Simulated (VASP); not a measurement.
HfS2, 3 atoms in the cell. It takes space group P-3m1 (No. 164, trigonal). The conventional cell has a = 3.643 Å, b = 3.643 Å, c = 6.686 Å, α = 90.00°, β = 90.00°, γ = 120.00°. Hf (site symmetry -3m) has 6 S at 2.55 Å as nearest neighbours. S (site symmetry 3m) has 3 Hf at 2.55 Å as nearest neighbours. The cell is a database's computed one.

| Property | Result |
| --- | --- |
| Program | VASP 6.6.1 |
| Task | relaxation of cell and atoms |
| Functional | PBE |
| Potentials or basis | VASP PAW PBE potentials, release 64 (Hf_pv, S) |
| Cutoff | 600 eV |
| k mesh | 9 × 9 × 5 |
| Occupations | gaussian, width 0.03 eV |
| Spin | no spin polarisation |
| Further INCAR settings | ALGO = Normal; EDIFF = 1e-07; IBRION = 2; EDIFFG = -0.005; NSW = 90; ISIF = 3 |

Potentials or basis: VASP PAW PBE potentials, release 64 (Hf_pv, S).

The run is started by

```bash
$ cat potpaw_PBE.64/Hf_pv/POTCAR potpaw_PBE.64/S/POTCAR > POTCAR
$ mpirun -np 1 vasp_std > vasp.out
```

Hardware: 1 thread of Intel(R) Xeon(R) Platinum 8559C (Emerald Rapids), on a shared host.

Question: Estimate the wall time of this run.

Answer: It took 6.7 min on 1 thread of Intel(R) Xeon(R) Platinum 8559C (Emerald Rapids), on a shared host, peak memory 0.26 GiB. Counts: scf iterations 132, k points 50, ion steps 20.
